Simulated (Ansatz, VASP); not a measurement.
## Cu in VASP and in Ansatz

File INCAR:

```
SYSTEM = Cu
PREC = Accurate
ENCUT = 520
EDIFF = 1E-7
ISMEAR = -1
SIGMA = 0.05
LREAL = .FALSE.
LASPH = .TRUE.
NELM = 80
ALGO = Normal
ISIF = 2
LWAVE = .FALSE.
LCHARG = .TRUE.
GGA = PE
LELF = .TRUE.
LVHAR = .TRUE.
NBANDS = 18
```

The input KPOINTS:

```
regular mesh
0
G
  11 11 11
  0 0 0
```

File POSCAR:

```
Cu
1.0
    1.2184636900     -3.9763780104      0.0000000000
    1.2184636900      3.9763780104      0.0000000000
    0.0000000000      0.0000000000      2.4754955235
Cu
2
Direct
    0.8711190000      0.1333070000      0.7399220000
    0.1350420000      0.8851840000      0.2469580000
```

File input.yaml:

```yaml
crystal:
  lattice:
    - [1.21846369, -3.9763780104, 0.0]
    - [1.21846369, 3.9763780104, 0.0]
    - [0.0, 0.0, 2.4754955235]
  atoms:
    - { symbol: Cu, position: [0.871119, 0.133307, 0.739922] }
    - { symbol: Cu, position: [0.135042, 0.885184, 0.246958] }
hamiltonian:
  xc: pbe
  pseudopotentials: { kind: paw }
kpoints:
  mp_grid: { grid: [11, 11, 11] }
scf:
  occupations: { method: fermi_dirac, width: 0.05 }
output:
  forces: true
  stress: true
  eigenvalues: true
```

Change from the starting cell: atoms moved at random, drawn with an rms of 0.05 Å.

Alike in both runs: task single point; functional PBE; k mesh 11 × 11 × 11; occupations fermi-dirac, width 0.05 eV; no spin polarisation.

|  | VASP | Ansatz |
| --- | --- | --- |
| version | VASP 6.6.1 | Ansatz 0.2.0 |
| potentials or method | VASP PAW PBE potentials, release 64 (Cu) | Ansatz PAW |
| plane-wave cutoff (eV) | 520 | 420 |
| valence electrons in the cell | 22 | 38 |

```tsv
	VASP	Ansatz	Ansatz less VASP
gap on the k mesh at the Fermi level (eV)	none	none	-
pressure (GPa)	7.2	6.7	-0.51
largest component of the traceless stress (GPa)	2.33	2.22	-0.111
rms of the force components (eV/Å)	0.434	0.434	-0.0004
```

Atom by atom the forces differ by 0.000 eV/Å (rms over components). A gap of «none» marks a metal or a gap that the smearing closes. The two sets of potentials don't hold the same shells in valence.
